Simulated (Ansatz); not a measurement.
# Cu2O (Pn-3m): convergence test of the k-point mesh

The task is a convergence test of the k-point mesh, for Cu2O (Pn-3m).

The COD entry's cell or inner coordinates are ideal or old and differ from later refinements, so a difference from it is no clean test against experiment.

Computed with the Python package of Ansatz 0.2.0. Level of theory: DFT PBE, plane waves, PAW.

## Step 1: The system

The structure is cubic, space group Pn-3m (No. 224). The conventional cell has a = 4.260 Å, b = 4.260 Å, c = 4.260 Å, α = 90.00°, β = 90.00°, γ = 90.00°. Around Cu (site symmetry -3m) lie 2 O at 1.84 Å. O (site symmetry -43m) is surrounded by 4 Cu at 1.84 Å.

cu2o.xyz, read by the script:

```xyz
6
Lattice="4.26 0.0 0.0 0.0 4.26 0.0 0.0 0.0 4.26" Properties=species:S:1:pos:R:3 pbc="T T T"
Cu    1.06500000    1.06500000    1.06500000
Cu    1.06500000    3.19500000    3.19500000
Cu    3.19500000    3.19500000    1.06500000
Cu    3.19500000    1.06500000    3.19500000
O     0.00000000    0.00000000    0.00000000
O     2.13000000    2.13000000    2.13000000
```

## Step 2: The code

kconv.py

```python
'''Convergence of Cu2O with the k-point mesh.'''

import warnings

import ansatz as az
from tabulate import tabulate


def main() -> None:
    warnings.simplefilter('ignore', az.DeckWarning)

    structure = az.Crystal.from_extxyz('cu2o.xyz')

    model = (
        structure.calculation()
        .functional(az.Functional.PBE)
        .pseudopotentials('paw')
        .basis(18 * az.Ha)
        .occupations('fixed')
        .forces()
        .stress()
    )

    rows = []
    for value in [(2, 2, 2), (3, 3, 3), (4, 4, 4), (5, 5, 5), (7, 7, 7)]:
        summary = model.kpoints(*value).run(threads=1, pin='off').report
        rows.append((value, summary['free_energy_ev'] / len(summary['lattice']['sites']), summary['n_iterations'], sum(summary['stress_gpa'][i][i] for i in range(3)) / 3, max(abs(f) for row in summary['forces_ev_ang'] for f in row), summary['n_kpoints']))

    print(tabulate(rows, headers=['mesh', 'F/atom (eV)', 'iterations', 'P (GPa)', 'max component (eV/A)', 'k-points'], floatfmt='.4f', tablefmt='plain'))

    # the last row is the reference
    for row in rows[:-1]:
        shift = 1000 * (row[1] - rows[-1][1])
        print(f'{row[0]}: {shift:+.2f} meV/atom' + ('  (within 2 meV)' if abs(shift) < 2 else ''))


if __name__ == '__main__':
    main()
```

## Step 3: The calls as engine input

The package turns the script's settings into the engine's input (first run):

```yaml
crystal:
  lattice:
    - [4.26, 0.0, 0.0]
    - [0.0, 4.26, 0.0]
    - [0.0, 0.0, 4.26]
  atoms:
    - { symbol: Cu, position: [0.25, 0.25, 0.25] }
    - { symbol: Cu, position: [0.25, 0.75, 0.75] }
    - { symbol: Cu, position: [0.75, 0.75, 0.25] }
    - { symbol: Cu, position: [0.75, 0.25, 0.75] }
    - { symbol: O, position: [0.0, 0.0, 0.0] }
    - { symbol: O, position: [0.5, 0.5, 0.5] }
basis:
  ecutwfc: 489.804952427784
kpoints:
  mp_grid:
    grid: [2, 2, 2]
hamiltonian:
  xc: pbe
  pseudopotentials:
    kind: paw
scf:
  occupations:
    method: fixed
output:
  forces: true
  stress: true
```

## Step 4: Running it

Started as:

```console
> python kconv.py
```

What it wrote:

```text
mesh         F/atom (eV)    iterations    P (GPa)    max component (eV/A)    k-points
(2, 2, 2)     -4605.4327             8     5.3762                  0.0000           4
(3, 3, 3)     -4605.4929             7     3.5500                  0.0000           4
(4, 4, 4)     -4605.4967             7     3.3635                  0.0000          10
(5, 5, 5)     -4605.4983             7     3.2651                  0.0000          10
(7, 7, 7)     -4605.4988             7     3.2222                  0.0000          20
(2, 2, 2): +66.05 meV/atom
(3, 3, 3): +5.91 meV/atom
(4, 4, 4): +2.07 meV/atom
(5, 5, 5): +0.50 meV/atom  (within 2 meV)
```

Run time: 14 s. Hardware: 1 thread of Arm Neoverse V1, shared host; peak memory 0.44 GiB.

## Step 5: Inputs of later runs

The engine's inputs for some of the other runs:

Run 3, against run 1:

```diff
@@ -17 +17 @@
-    grid: [2, 2, 2]
+    grid: [4, 4, 4]
```

Run 4, against run 1:

```diff
@@ -17 +17 @@
-    grid: [2, 2, 2]
+    grid: [5, 5, 5]
```

Run 5, against run 1:

```diff
@@ -17 +17 @@
-    grid: [2, 2, 2]
+    grid: [7, 7, 7]
```

Lines on the test bed's own set-up are left out of the output.

## Step 6: The engine's runs

The 5 runs, in the order started:

```csv
run,k mesh,energy from run 5 (meV/atom),pressure (GPa),gap on the mesh (eV),SCF cycles,CPU time (s)
1,"[2, 2, 2]",66.05,5.38,0.54,8,1.4
2,"[3, 3, 3]",5.91,3.55,0.53,7,1.3
3,"[4, 4, 4]",2.07,3.36,0.53,7,2.7
4,"[5, 5, 5]",0.50,3.27,0.53,7,2.9
5,"[7, 7, 7]",0.00,3.22,0.53,7,5.3
```

## Step 7: What came out

| quantity | value |
| --- | --- |
| runs compared | 5 |
| last run but one, from the last | +0.50 meV/atom |
| within 5 meV/atom of the last run from | [4, 4, 4] |

In words: From 5×5×5 on it stays within 2 meV an atom of the value at 7×7×7; the first row (2×2×2) is off by 66.1 meV and the last but one by 0.50 meV. The pressure moves from 5.38 to 3.22 GPa. Caveats:
- Spin is left out of this run.
- Forces vanish by symmetry here and test nothing.
- Of the deposited cell: the entry's cell lengths or inner coordinates differ somewhat from later room-temperature determinations.
- Pressure is positive in compression.
- Without a Hubbard U or exact exchange, semilocal functionals often make such 3d compounds metallic or too weakly gapped.
- Shifts are counted from the finest mesh, which is itself no proven limit.
